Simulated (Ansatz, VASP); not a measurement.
## BN in VASP and in Ansatz

INCAR

```
SYSTEM = BN
ALGO = Normal
EDIFF = 1E-7
ENCUT = 520
GGA = CA
ISIF = 2
ISMEAR = 0
LASPH = .True.
LCHARG = .False.
LREAL = .False.
LWAVE = .False.
NBANDS = 11
NELM = 100
PREC = Accurate
SIGMA = 0.01
```

Contents of KPOINTS:

```
k-points
0
Gamma
  8 8 8
  0 0 0
```

The input POSCAR:

```
BN
1.0
    0.0000000000      1.7458259346      1.7458259346
    1.7458259346      0.0000000000      1.7458259346
    1.7458259346      1.7458259346      0.0000000000
B N
1 1
Direct
    0.0000000000      0.0000000000      0.0000000000
    0.5000000000      0.5000000000      0.5000000000
```

Input for Ansatz:

```yaml
crystal:
  lattice:
    - [0.0, 1.7458259346, 1.7458259346]
    - [1.7458259346, 0.0, 1.7458259346]
    - [1.7458259346, 1.7458259346, 0.0]
  atoms:
    - { symbol: B, position: [0.0, 0.0, 0.0] }
    - { symbol: "N", position: [0.5, 0.5, 0.5] }
kpoints:
  mp_grid: { grid: [8, 8, 8] }
hamiltonian:
  xc: lda
scf:
  occupations: { method: fixed }
  n_extra_bands: 4
output:
  forces: true
  stress: true
  eigenvalues: true
```

Alike in both runs: task single point; functional LDA; k mesh 8 × 8 × 8; no spin polarisation.

```csv
,VASP,Ansatz
version,VASP 6.6.1,Ansatz 0.2.0
potentials or method,"VASP PAW LDA potentials, release 64 (B, N)",plane waves
plane-wave cutoff (eV),520,420
occupations,"gaussian, width 0.01 eV",fixed
valence electrons in the cell,8,8
```

VASP gave:

| Item | Value |
| --- | --- |
| gap on the k mesh at the Fermi level (eV) | 1.49 |
| pressure (GPa) | -10.3 |

Question: Estimate Ansatz's values.

Answer: gap on the k mesh at the Fermi level (eV): 1.50; pressure (GPa): -11.0.

A k mesh can miss the band edges.
